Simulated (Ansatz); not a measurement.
## Sb under changes of volume

One of the cells (31.554 Å³/atom); the others are scaled copies at fixed shape and fractional positions:

```
Sb
1.0
     3.16000    0.00000    0.00000
     0.00000    3.16000    0.00000
     0.00000    0.00000    3.16000
Sb
1
Direct
  0.00000 0.00000 0.00000
```

This isn't the form of Sb at room conditions, which is rhombohedral.

- Program: Ansatz 0.2.0
- Functional: HSE06
- Potentials or basis: Ansatz PAW
- Cutoff: 420 eV (not typed: the program's choice for these potentials)
- k mesh: 6 × 6 × 6
- Occupations: fermi-dirac, width 0.05 eV
- Spin: no spin polarisation

```csv
volume (Å³/atom),energy over the lowest point (meV/atom),pressure (GPa)
29.661,0.00,-1.2
30.292,6.50,-1.8
30.923,14.12,-2.5
31.554,?,?
32.186,38.63,-4.1
32.817,56.09,-4.9
33.448,76.65,-5.5
```

Q: What does the run at 31.554 Å³/atom give?

A: Energy over the lowest point 24.61 meV/atom; pressure -3.3 GPa.

Worked out: A Birch-Murnaghan fit of order 3 (a polynomial in V^(-2/3)) to the other rows has no minimum within the range. It gives 24.98 meV/atom at 31.554 Å³/atom, against the run's 24.61, and -dE/dV = -3.1 GPa, against -3.3.

Energies are extrapolated to zero smearing.

Caveats: the PAW data sets come from PBE, with cores solved anew for the run's functional, which leaves a small shift of forces and pressure; the thresholds are loose for stress.
